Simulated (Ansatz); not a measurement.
# Gallium, simple cubic: r²SCAN0 after r²SCAN

Aim: see what exact exchange does to the levels, and what it costs. Spin polarisation is left out. The geometry was relaxed under r²SCAN beforehand and is kept. Exact exchange is dear, so the k-mesh is coarse, and r²SCAN is run on the same mesh for comparison.

Method: DFT, plane waves (500 eV) with PBE-made PAW files, scalar-relativistic; functionals as named at each step, in Ansatz 0.2.0.

**1. The structure to begin with**

Symmetry: Pm-3m, No. 221, cubic system. Conventional cell: a = 2.671 Å, b = 2.671 Å, c = 2.671 Å, α = 90.00°, β = 90.00°, γ = 90.00°. Ga (site symmetry m-3m) is surrounded by 6 Ga at 2.67 Å.

Coordinates:

```
CELL_PARAMETERS angstrom
2.67062 0.00000 0.00000
0.00000 2.67062 0.00000
0.00000 0.00000 2.67062
ATOMIC_POSITIONS crystal
Ga 0.00000 0.00000 0.00000
```

**2. r²SCAN on the coarse mesh**

The run with r²SCAN.

Input file input.yaml:

```yaml
crystal:
  lattice:
    - [2.6706200783, 0.0, 0.0]
    - [0.0, 2.6706200783, 0.0]
    - [0.0, 0.0, 2.6706200783]
  atoms:
    - { symbol: Ga, position: [0.0, 0.0, 0.0] }
hamiltonian:
  xc: r2scan
  pseudopotentials:
    kind: paw
    azcp:
      Ga: "pseudopotentials/Ga.paw.azcp"
basis:
  ecutwfc: 500
  fft_grid_basis: typed
kpoints:
  mp_grid: { grid: [6, 6, 6], shift: [0, 0, 0] }
magnetization:
  spin_polarized: false
scf:
  occupations: { method: fermi_dirac, width: 0.1 }
output:
  write_density: true
  write_potential: true
  elf: true
  volumetric_format: npy
```

Run with:

```bash
ansatz run input.yaml --threads 4 --pin off --max-ram 8192MiB --backend cpu --events-out ev --progress --plain --runs-dir out
```

What it wrote:

```text
Warning: RAYON_NUM_THREADS=4 ignored (pool sized by the plan → 4); use --threads N
Engine: ansatz 0.2.0, aarch64-unknown-linux-gnu
Pseudopotentials: kind: paw
Pseudopotential: Ga, paw, valence charge 13, recommended cutoff 500 eV (meta_gga), <dir>
Functional definition: r2SCAN
  parameter k0 = 0.174
  parameter k1 = 0.065
  parameter a1 = 4.9479
  exchange = r2scan_x(k0 = k0, k1 = k1, a1 = a1)
  correlation = r2scan_c
Crystal: 1 atoms, lattice volume = 19.047 Å³
Basis set: ecut = 500 eV, 461 PW (Γ), exchange–correlation on 80×80×80 points (64 copies of the dense FFT grid, shifted against one another)
Bands: 11, of which v1, the nominal top of the filled ones, is band 7 counted from 1 (6 counted from 0)
Symmetry: 48 space group operations
Space group: Pm-3m (ITA 221), of the structure as read, at distance tolerance 2.7e-5 Å
k-points: 20 of 216
Non-local potential: Ga, projectors of the file, l = 0: 2, l = 1: 2, l = 2: 3, l = 3: 1
PAW form: soft (Blöchl's): semilocal exchange-correlation on the pseudo side does not see the compensation charge
PAW frozen core: Ga, regenerated for the run's functional (the file was generated under x = pbe(κ = 0.804, μ = 0.2195149727645171), c = pbe(β = 0.06672455060314922))
PAW one-centre angular grid: Ga, 590 points (default); XC on 160 Gauss nodes
Initial density: superposition of atomic densities (neutral atoms: chi_scale 0, normalization atom), corrected by the library's trained network
Initial wavefunctions: pseudopotential atomic-orbital guess
Functional: x = r2scan, c = r2scan; τ floored in thin density (d = 2e-4 eV/Å³)
SCF iter   1: F=—  HF=-3790.045427 eV  |F-HF|=—  |Δ(HF+E_count)|=         —  Δρ=9.46e-3  dr2=8.17e-3  dr2_τ=7.93e-4  ethr=1.77e-3  ⟨swp⟩=5.2  Hψ=1336  notcnv=0
preconditioner: auto → none  [metal: Δε(μ)=0.237 eV  Ē_g=23.185 eV  σ=0.100 eV  W_gap=0.49  n_scr=6 (ndim 8)  ℏωp=30.7 eV  f_vac=0.000  D(μ)=0.62/eV (n_scr^D=6)  sad-step TF]
SCF iter   2: F=—  HF=-3790.053383 eV  |F-HF|=—  |Δ(HF+E_count)|=   7.96e-3  Δρ=2.17e-3  dr2=6.65e-4  dr2_τ=2.98e-5  ethr=6.29e-5  ⟨swp⟩=2.0  Hψ=593  notcnv=0  defer=7
SCF iter   3: F=—  HF=-3790.053302 eV  |F-HF|=—  |Δ(HF+E_count)|=   8.09e-5  Δρ=1.16e-3  dr2=1.70e-4  dr2_τ=7.34e-7  ethr=5.11e-6  ⟨swp⟩=2.3  Hψ=346  notcnv=0  defer=7
SCF iter   4: F=—  HF=-3790.053314 eV  |F-HF|=—  |Δ(HF+E_count)|=   1.17e-5  Δρ=8.43e-5  dr2=9.28e-7  dr2_τ=2.99e-8  ethr=1.31e-6  ⟨swp⟩=2.5  Hψ=342  notcnv=0  defer=7
SCF iter   5: F=—  HF=-3790.053318 eV  |F-HF|=—  |Δ(HF+E_count)|=   3.92e-6  Δρ=1.70e-5  dr2=4.34e-8  dr2_τ=4.39e-10  ethr=7.14e-9  ⟨swp⟩=2.2  Hψ=276  notcnv=0  defer=7
SCF iter   6: F=-3790.053318 eV  HF=-3790.053318 eV  |F-HF|=8.51e-10  |Δ(HF+E_count)|=   9.71e-8  Δρ=1.24e-6  dr2=1.81e-10  dr2_τ=4.39e-12  ethr=3.34e-10  ⟨swp⟩=2.1  Hψ=730  notcnv=0
SCF 1 converged in 6 iterations: F = -3790.053318 eV  dr2 = 1.81e-10
SCF converged after 6 iterations
Free energy (F): -3790.053318 eV
Harris-Foulkes:  -3790.053318 eV  (|F-HF|=8.51e-10)
Internal energy: -3790.032515 eV  (E = F + TS)
E sigma→0 (E₀):  -3790.042917 eV
Entropy (-TS):   -0.020803 eV (-20.803 meV/atom)
Fermi energy:    9.195823 eV
--- Per-component energies (eV) ---
  E_band       = -46.798235
  E_kinetic    = 114.730014
  E_local      = -1834.652658  (includes V_loc(G=0)·N_el)
  E_nonlocal   = 423.723797
  E_hartree    = 862.051210
  E_xc         = -62.707372
  E_vxc        = -60.191143  (∫ρ·V_xc dr)
  E_paw        = -1999.813917  (= ΣΔE_a)
  E_vpaw       = -417.882465  (= ΣTr[D̂ρ^β])
  E_aug_tail   = -0.000035  (compensation charges beyond the density's cutoff)
  E_vtau       = 3.372173  (kinetic-family band-sum trace: ∫τ·v_τ [+ j·A + Jᵃ·Aᵃ] dr)
  E_ewald      = -1292.710485
  E_core_change = -0.653070  (= ΣΔE_core)
  E_smearing   = -0.020803  (= −TS)
  E_closure    = 0.000000  (closes the sum)
  Σ components = -3790.053318   (vs F -3790.053318, Δ=0.00e0)
--- Band table (eV; the first three rows and the last of 20) ---
  k-point 0: bands = ["-6.4698", "-6.4698", "-5.8603", "-5.8603", "-5.8603", "-2.2328", "19.0569", "19.0569", "19.0569", "21.8200", "21.8200"]
  k-point 1: bands = ["-6.4575", "-6.3713", "-5.9026", "-5.9026", "-5.8568", "-1.6130", "13.8314", "19.6955", "19.6955", "22.3343", "24.5342"]
  k-point 2: bands = ["-6.4329", "-6.1901", "-5.9861", "-5.9861", "-5.8496", "0.2675", "8.2939", "21.4287", "21.4287", "23.8618", "26.0689"]
  k-point 19: bands = ["-6.2658", "-6.2658", "-6.2658", "-5.6932", "-5.6932", "12.0072", "12.0072", "12.0072", "14.1993", "17.9574", "17.9574"]
```

Wall time 0.41 s (4 threads of Arm Neoverse V2, shared host); peak memory 0.27 GiB.

Density in a lattice plane of the grid's cell (edges 2.67 and 2.67 Å, at 0.000 of the third edge), which holds Ga.

Values in e/Å³, 12 rows by 12 columns:
```
30.82 18.54  5.29  1.26  0.49  0.29  0.27  0.29  0.49  1.26  5.29 18.54
 8.16  5.29  1.97  0.74  0.37  0.25  0.22  0.25  0.37  0.74  1.97  5.29
 1.63  1.26  0.74  0.42  0.26  0.19  0.17  0.19  0.26  0.42  0.74  1.26
 0.56  0.49  0.37  0.26  0.19  0.15  0.13  0.15  0.19  0.26  0.37  0.49
 0.30  0.29  0.25  0.19  0.15  0.12  0.11  0.12  0.15  0.19  0.25  0.29
 0.29  0.27  0.22  0.17  0.13  0.11  0.10  0.11  0.13  0.17  0.22  0.27
 0.30  0.29  0.25  0.19  0.15  0.12  0.11  0.12  0.15  0.19  0.25  0.29
 0.56  0.49  0.37  0.26  0.19  0.15  0.13  0.15  0.19  0.26  0.37  0.49
 1.63  1.26  0.74  0.42  0.26  0.19  0.17  0.19  0.26  0.42  0.74  1.26
 8.16  5.29  1.97  0.74  0.37  0.25  0.22  0.25  0.37  0.74  1.97  5.29
30.82 18.54  5.29  1.26  0.49  0.29  0.27  0.29  0.49  1.26  5.29 18.54
52.25 30.82  8.16  1.63  0.56  0.30  0.29  0.30  0.56  1.63  8.16 30.82
```
Columns run along the first of these edges and rows up along the second, over one cell in 12 and 12 even steps from the bottom left corner. Atoms in the plane (fractional): Ga at (0.00, 0.00).

ELF in the same plane.

Ten even steps from ' ' (0.05) to '@' (0.50):
```
--..      ::--++++**##%%@@%%##**++++--::      ..
        ..::==++++**##%%@@%%##**++++==::..      
      ..::--==++++**##%%@@%%##**++++==--::..    
....::----==++++++**##%%%%%%##**++++++==----::..
------====++++++****##########****++++++====----
++++++++++++++**********************++++++++++++
++++++++************++++++++++************++++++
##############****++++======++++****############
%%%%%%%%%%%%####**++==------==++**####%%%%%%%%%%
@@@@@@@@@@%%##**++==----------==++**##%%@@@@@@@@
%%%%%%%%%%%%####**++==------==++**####%%%%%%%%%%
##############****++++======++++****############
++++++++************++++++++++************++++++
++++++++++++++**********************++++++++++++
------====++++++****##########****++++++====----
....::----==++++++**##%%%%%%##**++++++==----::..
      ..::--==++++**##%%@@%%##**++++==--::..    
        ..::==++++**##%%@@%%##**++++==::..      
--..      ::--++++**##%%@@%%##**++++--::      ..
@@==      ..--==++**##%%@@%%##**++==--..      ==
```
Columns run along the first of these edges and rows up along the second, over one cell in 24 and 20 even steps from the bottom left corner. Atoms in the plane (fractional): Ga at (0.00, 0.00).

Both are smooth fields of the valence electrons: close to the nuclei they are not physical.

Outside the cores ELF peaks at 0.50 on the Ga–Ga line, 1.3 Å from Ga.

**3. r²SCAN0 on the coarse mesh**

The run with r²SCAN0.

Changes to input.yaml since step 2:

```diff
@@ -8,3 +8,3 @@
 hamiltonian:
-  xc: r2scan
+  xc: r2scan0
   pseudopotentials:
@@ -22,6 +22 @@
   occupations: { method: fermi_dirac, width: 0.1 }
-output:
-  write_density: true
-  write_potential: true
-  elf: true
-  volumetric_format: npy
```

Run with:

```bash
ansatz run input.yaml --threads 4 --pin off --max-ram 8192MiB --backend cpu --events-out ev --progress --plain --runs-dir out
```

What it wrote:

```text
Warning: RAYON_NUM_THREADS=4 ignored (pool sized by the plan → 4); use --threads N
Engine: ansatz 0.2.0, aarch64-unknown-linux-gnu
Pseudopotentials: kind: paw
Pseudopotential: Ga, paw, valence charge 13, recommended cutoff 500 eV (meta_gga), <dir>
Functional definition: r2SCAN0
  parameter a = 0.25
  parameter k0 = 0.174
  parameter k1 = 0.065
  parameter a1 = 4.9479
  exchange = (1 - a)*r2scan_x(k0 = k0, k1 = k1, a1 = a1) + a*exact_x
  correlation = r2scan_c
Crystal: 1 atoms, lattice volume = 19.047 Å³
Basis set: ecut = 500 eV, 461 PW (Γ), exchange–correlation on 80×80×80 points (64 copies of the dense FFT grid, shifted against one another)
Bands: 11, of which v1, the nominal top of the filled ones, is band 7 counted from 1 (6 counted from 0)
Symmetry: 48 space group operations
Space group: Pm-3m (ITA 221), of the structure as read, at distance tolerance 2.7e-5 Å
k-points: 20 of 216
Non-local potential: Ga, projectors of the file, l = 0: 2, l = 1: 2, l = 2: 3, l = 3: 1
PAW form: soft (Blöchl's): semilocal exchange-correlation on the pseudo side does not see the compensation charge
PAW frozen core: Ga, regenerated for the run's functional, and the local potential with it (the file was generated under x = pbe(κ = 0.804, μ = 0.2195149727645171), c = pbe(β = 0.06672455060314922))
PAW one-centre angular grid: Ga, 590 points (default); XC on 160 Gauss nodes
Initial density: superposition of atomic densities (neutral atoms: chi_scale 0, normalization atom), corrected by the library's trained network
Initial wavefunctions: pseudopotential atomic-orbital guess
Functional: x = r2scan, c = r2scan; τ floored in thin density (d = 2e-4 eV/Å³), warm-up for x = 0.75 r2scan + 0.25 exact, c = r2scan; τ floored in thin density (d = 2e-4 eV/Å³)
SCF iter   1: F=—  HF=-3790.047106 eV  |F-HF|=—  |Δ(HF+E_count)|=         —  Δρ=1.04e-2  dr2=9.85e-3  dr2_τ=7.87e-4  ethr=1.77e-3  ⟨swp⟩=8.9  Hψ=1008  notcnv=0
preconditioner: auto → none  [metal: Δε(μ)=0.236 eV  Ē_g=23.209 eV  σ=0.100 eV  W_gap=0.49  n_scr=6 (ndim 8)  ℏωp=30.7 eV  f_vac=0.000  D(μ)=0.62/eV (n_scr^D=6)  sad-step TF]
iter 2 solved again at ethr=4.27e-6 eV; its pass at ethr=7.58e-5 eV (dr2=5.55e-4 eV) is discarded
SCF iter   2: F=—  HF=-3790.054402 eV  |F-HF|=—  |Δ(HF+E_count)|=   7.30e-3  Δρ=1.92e-3  dr2=5.55e-4  dr2_τ=3.82e-5  ethr=4.27e-6  ⟨swp⟩=2.0  Hψ=1000  notcnv=0
SCF iter   3: F=—  HF=-3790.054251 eV  |F-HF|=—  |Δ(HF+E_count)|=   1.50e-4  Δρ=1.18e-3  dr2=1.78e-4  dr2_τ=7.79e-7  ethr=4.27e-6  ⟨swp⟩=3.0  Hψ=459  notcnv=0
SCF iter   4: F=—  HF=-3790.054263 eV  |F-HF|=—  |Δ(HF+E_count)|=   1.11e-5  Δρ=1.01e-4  dr2=1.02e-6  dr2_τ=3.38e-8  ethr=1.37e-6  ⟨swp⟩=3.0  Hψ=391  notcnv=0
SCF iter   5: F=—  HF=-3790.054268 eV  |F-HF|=—  |Δ(HF+E_count)|=   5.00e-6  Δρ=8.36e-5  dr2=6.67e-7  dr2_τ=2.64e-9  ethr=7.83e-9  ⟨swp⟩=4.0  Hψ=608  notcnv=0
SCF iter   6: F=—  HF=-3790.054267 eV  |F-HF|=—  |Δ(HF+E_count)|=   1.76e-7  Δρ=7.62e-6  dr2=1.26e-8  dr2_τ=7.57e-11  ethr=5.13e-9  ⟨swp⟩=3.1  Hψ=478  notcnv=0
SCF iter   7: F=—  HF=-3790.054267 eV  |F-HF|=—  |Δ(HF+E_count)|=   2.62e-8  Δρ=1.45e-5  dr2=2.33e-8  dr2_τ=7.33e-11  ethr=9.71e-11  ⟨swp⟩=4.0  Hψ=597  notcnv=0
SCF iter   8: F=-3790.054267 eV  HF=-3790.054267 eV  |F-HF|=7.91e-10  |Δ(HF+E_count)|=   1.21e-8  Δρ=2.31e-6  dr2=5.58e-10  dr2_τ=3.82e-13  ethr=9.71e-11  ⟨swp⟩=4.0  Hψ=533  notcnv=0
SCF 1 converged in 8 iterations: F = -3790.054267 eV  dr2 = 5.58e-10
Initial density: handed on by an earlier stage of this run
Initial wavefunctions: those handed on with the density
Functional: x = 0.75 r2scan + 0.25 exact, c = r2scan; τ floored in thin density (d = 2e-4 eV/Å³)
Frozen-core exchange: fock
iter 1 solved again at ethr=7.44e-5 eV; its pass at ethr=1.00e-1 eV (dr2=9.67e-3 eV) is discarded
SCF iter   1: F=—  HF=-3788.806192 eV  |F-HF|=—  |Δ(HF+E_count)|=         —  Δρ=1.27e-2  dr2=1.28e-2  dr2_τ=5.56e-5  ethr=7.44e-5  ⟨swp⟩=4.2  Hψ=1143  notcnv=0
preconditioner: auto → none  [insulator: Δε(μ)=0.544 eV  Ē_g=26.762 eV  σ=0.100 eV  W_gap=0.67  n_scr=6 (ndim 8)  ℏωp=30.7 eV  f_vac=0.000  D(μ)=0.29/eV (n_scr^D=0)]
SCF iter   2: F=—  HF=-3788.799850 eV  |F-HF|=—  |Δ(HF+E_count)|=   6.34e-3  Δρ=2.12e-3  dr2=8.37e-4  dr2_τ=3.15e-5  ethr=7.44e-5  ⟨swp⟩=4.0  Hψ=620  notcnv=0
SCF iter   3: F=—  HF=-3788.799921 eV  |F-HF|=—  |Δ(HF+E_count)|=   7.09e-5  Δρ=1.87e-3  dr2=6.76e-4  dr2_τ=1.28e-6  ethr=3.37e-6  ⟨swp⟩=4.0  Hψ=496  notcnv=0
SCF iter   4: F=—  HF=-3788.800027 eV  |F-HF|=—  |Δ(HF+E_count)|=   1.06e-4  Δρ=6.24e-4  dr2=4.64e-4  dr2_τ=1.24e-7  ethr=1.88e-6  ⟨swp⟩=2.1  Hψ=354  notcnv=0
SCF iter   5: F=—  HF=-3788.804300 eV  |F-HF|=—  |Δ(HF+E_count)|=   4.27e-3  Δρ=1.47e-3  dr2=1.62e-4  dr2_τ=7.30e-7  ethr=2.17e-7  ⟨swp⟩=4.0  Hψ=694  notcnv=0
SCF iter   6: F=—  HF=-3788.804253 eV  |F-HF|=—  |Δ(HF+E_count)|=   4.74e-5  Δρ=2.74e-4  dr2=1.30e-5  dr2_τ=1.82e-8  ethr=2.17e-7  ⟨swp⟩=4.0  Hψ=558  notcnv=0
SCF iter   7: F=—  HF=-3788.804251 eV  |F-HF|=—  |Δ(HF+E_count)|=   1.60e-6  Δρ=2.62e-5  dr2=7.60e-6  dr2_τ=1.11e-10  ethr=4.15e-8  ⟨swp⟩=3.0  Hψ=484  notcnv=0
SCF iter   8: F=-3788.804305 eV  HF=-3788.804307 eV  |F-HF|=1.58e-6  |Δ(HF+E_count)|=   5.55e-5  Δρ=1.82e-4  dr2=2.44e-6  dr2_τ=1.41e-8  ethr=3.81e-10  ⟨swp⟩=5.0  Hψ=842  notcnv=0
SCF 2 stopped early in 8 iterations: F = -3788.804305 eV  dr2 = 2.44e-6
hybrid outer 1: dexx = +4.554e-3 eV, tail = 2.53e-5 eV
Frozen-core exchange: fock
SCF iter   1: F=—  HF=-3788.804054 eV  |F-HF|=—  |Δ(HF+E_count)|=         —  Δρ=3.73e-5  dr2=1.93e-6  dr2_τ=4.49e-9  ethr=9.71e-7  ⟨swp⟩=3.6  Hψ=474  notcnv=0
preconditioner: auto → none  [insulator: Δε(μ)=0.627 eV  Ē_g=26.568 eV  σ=0.100 eV  W_gap=0.68  n_scr=6 (ndim 8)  ℏωp=30.7 eV  f_vac=0.000  D(μ)=0.28/eV (n_scr^D=0)]
SCF iter   2: F=—  HF=-3788.804055 eV  |F-HF|=—  |Δ(HF+E_count)|=   9.74e-7  Δρ=1.52e-5  dr2=1.82e-6  dr2_τ=1.81e-9  ethr=1.02e-9  ⟨swp⟩=4.0  Hψ=655  notcnv=0
iter 3 solved again at ethr=7.94e-12 eV; its pass at ethr=2.13e-10 eV (dr2=1.03e-9 eV) is discarded
SCF iter   3: F=—  HF=-3788.804055 eV  |F-HF|=—  |Δ(HF+E_count)|=   3.36e-9  Δρ=3.41e-6  dr2=1.79e-6  dr2_τ=9.49e-11  ethr=7.94e-12  ⟨swp⟩=3.8  Hψ=888  notcnv=0  defer=3
eigensolver tolerance schedule calibrated: the retry pair's looser diagonalisation under-reported the residual by θ = 0.22 (0.15/decade); ethr = c·dr2/N_el runs at the constant in force after the calibration composes with the one it found (an armed cap, an earlier calibration), c = 4.4e-2
SCF iter   4: F=-3788.804106 eV  HF=-3788.804106 eV  |F-HF|=2.92e-8  |Δ(HF+E_count)|=   5.16e-5  Δρ=1.17e-5  dr2=2.02e-8  dr2_τ=1.28e-10  ethr=4.42e-12  ⟨swp⟩=5.2  Hψ=773  notcnv=0  defer=1
SCF 3 converged in 4 iterations: F = -3788.804106 eV  dr2 = 2.02e-8
hybrid outer 2: dexx = +4.126e-7 eV, tail = 8.60e-8 eV, Δε = 5.33e-3 eV (about 4.42e-4 eV left of the loop's levels)
hybrid SCF converged: 2 outer / 12 inner (+8 warm-up), last move |dexx| = 4.13e-7 eV, tail = 8.60e-8 eV
Stability not checked: this state was not tested for a lower state beside it, because the functional holds exact exchange (a hybrid, or Hartree-Fock), whose exchange loop this test does not read (fock_operator; see scf.lower_state_search)
Free energy (F): -3788.804106 eV
Frozen-core exchange: fock
Harris-Foulkes:  -3788.804106 eV  (|F-HF|=2.92e-8)
Internal energy: -3788.795017 eV  (E = F + TS)
E sigma→0 (E₀):  -3788.799562 eV
Entropy (-TS):   -0.009090 eV (-9.090 meV/atom)
Fermi energy:    9.254513 eV
--- Per-component energies (eV) ---
  E_band       = -81.873710
  E_kinetic    = 113.999107
  E_local      = -1837.586460  (includes V_loc(G=0)·N_el)
  E_nonlocal   = 424.764471
  E_hartree    = 865.775822
  E_xc         = -48.680293
  E_vxc        = -46.136419  (∫ρ·V_xc dr)
  E_exx        = -53.122928  (= α·E_x^exact, valence–valence)
  E_paw        = -1960.850622  (= ΣΔE_a)
  E_vpaw       = -364.574080  (= ΣTr[D̂ρ^β])
  E_aug_tail   = -0.000035  (compensation charges beyond the density's cutoff)
  E_vtau       = 2.349185  (kinetic-family band-sum trace: ∫τ·v_τ [+ j·A + Jᵃ·Aᵃ] dr)
  E_ewald      = -1292.710485
  E_core_change = -0.383594  (= ΣΔE_core)
  E_smearing   = -0.009090  (= −TS)
  E_closure    = -0.000000  (closes the sum)
  Σ components = -3788.804106   (vs F -3788.804106, Δ=0.00e0)
--- Band table (eV; the first three rows and the last of 20) ---
  k-point 0: bands = ["-9.7019", "-9.7019", "-9.1126", "-9.1126", "-9.1126", "-3.9469", "20.1863", "20.1863", "20.1863"]
  k-point 1: bands = ["-9.6904", "-9.6029", "-9.1539", "-9.1539", "-9.1092", "-3.2719", "14.5201", "20.8497", "20.8497"]
  k-point 2: bands = ["-9.6674", "-9.4160", "-9.2358", "-9.2358", "-9.1024", "-1.2035", "7.8090", "22.6560", "22.6560"]
  k-point 19: bands = ["-9.5028", "-9.5028", "-9.5028", "-8.9399", "-8.9399", "12.8040", "12.8040", "12.8040", "15.2547"]
  guard bands above this table: 2 of the run's 11 bands. The solve was not asked for them (output.publish_guard_bands: true or output.eigenvalues: true publishes all)
```

Wall time 3.1 s (4 threads of Arm Neoverse V2, shared host); peak memory 0.86 GiB.

**4. The functionals compared**

```
functional               gap on the mesh  Fermi energy (eV)  SCF cycles  exchange loops  CPU time
    r²SCAN  none (levels filled in part)              9.196           6               -    0.96 s
   r²SCAN0  none (levels filled in part)              9.255          20               2     9.3 s
```

**5. Summary of results**

```
                             quantity                         value
                          r²SCAN: gap  none (levels filled in part)
                         r²SCAN0: gap  none (levels filled in part)
  r²SCAN0: SCF cycles, exchange loops                         20, 2
r²SCAN0: CPU time over that of r²SCAN                           9.7
 r²SCAN0: relative to alpha-Ga (Cmce)                 +217 meV/atom
```

Both r²SCAN and r²SCAN0 leave levels filled in part. r²SCAN0 cost 9.7 times the CPU time of r²SCAN. The exchange operator of r²SCAN0 was renewed in 2 outer loops. The dense-mesh value adds -79.1 meV/atom, the change that r²SCAN shows between the coarse mesh and its own dense run (not shown). Under r²SCAN0 it lies 217 meV/atom above alpha-Ga (Cmce) (computed apart in the same way); on such meshes a few tens of meV are uncertain for metals. Absolute energies differ from functional to functional, by eV per atom at times, and say nothing by themselves.
